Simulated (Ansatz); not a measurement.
## SnS at several levels of theory

One geometry, relaxed with PBE, and single points on it; plane waves with PAW potentials in Ansatz, scalar-relativistic unless the row names spin-orbit coupling. No spin polarisation. Meshes are on the primitive cell of 8 atoms. Gaps are the least over mesh and band path; pressure is positive in compression. Smearing is Gaussian, 0.02 eV.

Space group Pnma (No. 62). a = 11.446 Å, b = 4.023 Å, c = 4.454 Å, α = 90.00°, β = 90.00°, γ = 90.00°
```
atom site symmetry x y z
  Sn    4c       .m.  0.1215  0.2500  0.1300
   S    4c       .m.  0.8499  0.2500  0.4774
```

```tsv
level	cutoff (eV)	k mesh	gap (eV)	pressure (GPa)	rough cost with bands (core-min)
PBE	420	4×8×6	0.95	0.0	5
```

Question: What do r2SCAN, PBE with spin-orbit coupling, LDA give on the same cell?

Answer:
```json
{"level": "r2SCAN", "cutoff (eV)": "500", "k mesh": "4×8×6", "gap (eV)": "1.17", "pressure (GPa)": "-1.2", "rough cost with bands (core-min)": "8"}
{"level": "PBE with spin-orbit coupling", "cutoff (eV)": "420", "k mesh": "4×8×6", "gap (eV)": "0.92", "pressure (GPa)": "0.0", "rough cost with bands (core-min)": "14"}
{"level": "LDA", "cutoff (eV)": "420", "k mesh": "4×8×6", "gap (eV)": "0.90", "pressure (GPa)": "-4.3", "rough cost with bands (core-min)": "5"}
```